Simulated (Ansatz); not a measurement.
A calculation with Ansatz 0.2.0 of CoO (native input, structure typed inline):

File input.yaml:

```yaml
crystal:
  lattice:
    - [1.725939005, 0.9964713491, 2.76464696]
    - [-1.725939005, 0.9964713491, 2.76464696]
    - [0.0, -1.9929426983, 2.76464696]
  atoms:
    - { symbol: Co, position: [0.99897832, 0.99897832, 0.99897832] }
    - { symbol: O, position: [0.75102103, 0.75102103, 0.75102103] }
hamiltonian:
  xc: pbesol
  pseudopotentials: { kind: paw }
  dispersion: d3bj
  hubbard: { sites: [{ species: Co, l: d, u_eff: 4.0 }], double_counting: amf }
magnetization:
  spin_polarized: true
kpoints:
  mp_grid: { grid: [9, 9, 9] }
  band_path:
    path:
      - [[0.0, 0.0, 0.0], [0.5, 0.0, 0.0], [0.5, 0.2532748666, -0.2532748666]]
      - [[0.7467251334, 0.5, 0.2532748666], [0.5, 0.5, 0.5], [0.0, 0.0, 0.0], [0.3766374333, 0.0, -0.3766374333]]
      - [[0.6233625667, 0.3766374333, 0.0], [0.5, 0.5, 0.0], [0.6233625667, 0.6233625667, 0.2532748666], [0.5, 0.5, 0.5]]
      - [[0.5, 0.0, 0.0], [0.7467251334, 0.3766374333, 0.3766374333]]
    npoints: 14
scf:
  occupations: { method: fermi_dirac, width: 0.01 }
  n_extra_bands: 6
output:
  forces: true
  stress: true
  eigenvalues: true
  fatbands: true
```

Potentials or basis: Ansatz PAW.

Run with:

```bash
$ ansatz run input.yaml --threads 2 --pin off --max-ram 5120MiB --backend cpu --events-out ev --progress --plain --runs-dir out
```

The cell isn't the ideal one: volume scaled by 1.25.

Measurements of this composition are mostly on another form, of space group No. 225.

Write the same calculation in another form: ASE script, structure from a CIF.

As run:

run.py

```python
import json

import ase.io
import numpy as np
import spglib

import ansatz as az

atoms = ase.io.read("CoO.cif")
cell, frac, numbers = spglib.find_primitive((atoms.cell[:], atoms.get_scaled_positions(), atoms.numbers), symprec=1e-5)
atoms = ase.Atoms(numbers, cell=cell, scaled_positions=frac, pbc=True)

calculation = (
    az.Crystal.from_ase(atoms)
    .calculation()
    .kpoints(9, 9, 9)
    .functional("pbesol", dispersion="d3bj")
    .pseudopotentials(kind="paw")
    .hubbard(double_counting="amf")
    .hubbard("Co", "d", u_eff=4.0)
    .spin("collinear")
    .scf(extra_bands=6)
    .occupations(method="fermi_dirac", width=0.01)
    .band_structure(path=(((0.0, 0.0, 0.0), (0.5, 0.0, 0.0), (0.5, 0.2532748666, -0.2532748666)),
        ((0.7467251334, 0.5, 0.2532748666), (0.5, 0.5, 0.5), (0.0, 0.0, 0.0), (0.3766374333, 0.0, -0.3766374333)),
        ((0.6233625667, 0.3766374333, 0.0), (0.5, 0.5, 0.0), (0.6233625667, 0.6233625667, 0.2532748666), (0.5, 0.5,
        0.5)), ((0.5, 0.0, 0.0), (0.7467251334, 0.3766374333, 0.3766374333))), intervals=14)
    .fat_bands()
    .forces()
    .stress()
    .band_table(publish=True)
)
outcome = calculation.run(threads=2, events_out="events.jsonl")

report = outcome.report
for line in open("events.jsonl"):
    event = json.loads(line)
    if event["event"] == "scf_iter":
        d = event["data"]
        print(f"SCF {d['iter']:3d}  HF = {d['harris_foulkes_ev']:.6f} eV  dr2 = {d['dr2_ev']:.2e} eV")
    elif event["event"] in ("relax_step", "md_step"):
        d = event["data"]
        print(f"{event['event']} {d['step']:3d}  E = {d['lagrangian_ev']:.6f} eV")
np.set_printoptions(precision=5, suppress=True, linewidth=110)
print("converged:", report["converged"], "after", report["n_iterations"], "iterations")
print(f"free energy {report['free_energy_ev']:.6f} eV, Fermi level {report['fermi_energy_ev']:.4f} eV")
for key in ("band_edges_ev", "magnetization_mub", "site_moments_mub", "site_moments_nc_mub", "forces_ev_ang",
                "stress_gpa"):
    if report.get(key) is not None:
        print(key, np.array(report[key]), sep="\n")
```

Contents of CoO.cif:

```cif
data_CoO
_cell_length_a 3.45187801
_cell_length_b 3.45187801
_cell_length_c 8.29394088
_cell_angle_alpha 90.00000000
_cell_angle_beta 90.00000000
_cell_angle_gamma 120.00000000
_space_group_name_H-M_alt 'R3m'
_space_group_name_Hall 'R 3 -2"'
_space_group_IT_number 160
loop_
_space_group_symop_operation_xyz
'x,y,z'
'-y,x-y,z'
'-x+y,-x,z'
'-y,-x,z'
'-x+y,y,z'
'x,x-y,z'
'x+2/3,y+1/3,z+1/3'
'-y+2/3,x-y+1/3,z+1/3'
'-x+y+2/3,-x+1/3,z+1/3'
'-y+2/3,-x+1/3,z+1/3'
'-x+y+2/3,y+1/3,z+1/3'
'x+2/3,x-y+1/3,z+1/3'
'x+1/3,y+2/3,z+2/3'
'-y+1/3,x-y+2/3,z+2/3'
'-x+y+1/3,-x+2/3,z+2/3'
'-y+1/3,-x+2/3,z+2/3'
'-x+y+1/3,y+2/3,z+2/3'
'x+1/3,x-y+2/3,z+2/3'
loop_
_atom_site_label
_atom_site_type_symbol
_atom_site_symmetry_multiplicity
_atom_site_Wyckoff_symbol
_atom_site_fract_x
_atom_site_fract_y
_atom_site_fract_z
_atom_site_occupancy
Co1 Co 3 a 0.3333333333 0.6666666667 0.6656449867 1
O1 O 3 a 0.3333333333 0.6666666667 0.4176876967 1
```

Potentials or basis: Ansatz PAW.

The run is started by

```bash
$ python run.py
```

Both were run:

|  | native input, structure typed inline | ASE script, structure from a CIF |
| --- | --- | --- |
| Pressure | -19.5 GPa | -19.5 GPa |
| Largest force | 0.100 eV/Å | 0.100 eV/Å |
| Band gap on the k mesh | 0.08 eV, indirect (least direct gap 0.09 eV) | 0.08 eV, indirect (least direct gap 0.09 eV) |
| Band gap along the path | 0.02 eV, indirect (least direct gap 0.09 eV) | 0.02 eV, indirect (least direct gap 0.09 eV) |
| Net moment | 3.00 μB per cell | 3.00 μB per cell |
| Absolute moment | 3.00 μB per cell | 3.00 μB per cell |
| Site moments | Co +2.52; O +0.17 μB | Co +2.52; O +0.17 μB |

Keys that steer only the numerical path or the files written may differ.

Caveat: the magnetic or orbital state may not be the lowest; the k mesh misses the band edges, so the gap on the mesh is wider than the one along the path; the pressure holds a Pulay correction of +0.5 GPa for the finite cutoff; a cell with one magnetic atom can't hold antiferromagnetic order, which such compounds often take.
